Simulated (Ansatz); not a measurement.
BN:

```
N B
1.0
     0.00000    3.49532    2.16609
     1.25163    0.00000    2.16609
     1.25163    3.49532    0.00000
N B
1 1
Direct
  0.66665 0.66665 0.33335
  0.00005 0.00005 0.99995
```

Measurements of this composition are mostly on another form, of space group No. 194.

```yaml
Program: Ansatz 0.2.0
Task: relaxation of cell and atoms
Functional: PBE0
Potentials_or_basis: Ansatz PAW
Cutoff: "420 eV (not typed: the program's choice for these potentials)"
k_mesh: 7 × 7 × 7
Occupations: fermi-dirac, width 0.05 eV
Spin: no spin polarisation
```

At the start: volume 9.48 Å³/atom.

Question: Where does the relaxation end?

Answer: It ends after 20 steps and the volume is 10.89 Å³/atom (+14.9 %); space group Fmm2 (No. 42, to 0.05 Å).

The path:
```
step  energy change (eV)  largest force (eV/Å)  volume (Å³)
   1              0.0000                0.0100        18.95
   2             -0.0023                0.0038        19.29
   3             -0.0022                0.0022        19.69
   4             -0.0021                0.0013        19.72
   5             -0.0062                0.0013        19.72
   6             -0.0061                0.0028        20.09
   7             -0.0050                0.0038        20.49
   8             -0.0084                0.0037        20.49
   9             -0.0077                0.0023        20.85
  10             -0.0072                0.0009        21.01
  11             -0.0091                0.0009        21.01
  12             -0.0086                0.0001        21.24
  13             -0.0082                0.0004        21.37
  14             -0.0095                0.0004        21.37
  15             -0.0090                0.0005        21.57
  16             -0.0088                0.0003        21.61
  17             -0.0096                0.0003        21.61
  18             -0.0093                0.0000        21.72
  19             -0.0092                0.0002        21.78
  20             -0.0096                0.0002        21.78
```

Final structure:
```
CELL_PARAMETERS angstrom
0.00000 4.03914 2.16079
1.24776 0.00000 2.16079
1.24776 4.03914 0.00000
ATOMIC_POSITIONS crystal
N 0.66667 0.66667 0.33333
B 0.00003 0.00003 0.99997
```

Caveat: the k mesh is coarse (spacing up to 0.43 Å⁻¹), so the values aren't converged, least of all with exact exchange; the plane-wave basis is chosen anew once the cell has moved, so the energies of steps on either side of that aren't comparable; the pressure holds a Pulay correction of +0.4 GPa for the finite cutoff; the PAW data sets come from PBE, with cores solved anew for the run's functional, which leaves a small shift of forces and pressure.
